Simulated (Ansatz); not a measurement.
InN (zinc blende)

```
CELL_PARAMETERS angstrom
      0.00000     2.49995     2.49995
      2.49995     0.00000     2.49995
      2.49995     2.49995     0.00000
ATOMIC_POSITIONS crystal
  N  0.75000 0.75000 0.75000
  In 0.00000 0.00000 0.00000
```

The relaxed cell is deformed in two ways at once: its volume V is scaled, and at that volume it is stretched along z (the c axis of the conventional cell) so that c/a changes. Fractional atomic positions are held.

Level of theory: r2SCAN (plane waves to 500 eV, PAW, scalar-relativistic; Ansatz, a program for electronic structure). k mesh 11×11×11 (Γ-centred), Fermi-Dirac smearing 0.05 eV. Stress and pressure are positive under compression. With partly filled bands, the response to shear is sensitive to the k mesh, so small differences along c/a are uncertain. At this level the bands of InN touch or barely overlap; measurements give the solid a gap. InN was relaxed with its symmetry unable to fall. The PAW data are Ansatz's earlier set.

At one point of the scan the stress tensor (GPa) is:

```
   -2.9      0.0      0.0
    0.0     -2.9      0.0
    0.0      0.0     -0.1
```

Task: Which point is it?
A) V/V₀ = 1.040, (c/a)/(c/a)₀ = 0.973
B) V/V₀ = 1.013, (c/a)/(c/a)₀ = 1.027
C) V/V₀ = 1.013, (c/a)/(c/a)₀ = 0.947
D) V/V₀ = 1.027, (c/a)/(c/a)₀ = 1.000

Result: C, V/V₀ = 1.013, (c/a)/(c/a)₀ = 0.947

(A scan under strain: stresses follow from slopes of the energy per volume, elastic moduli from its curvatures.)
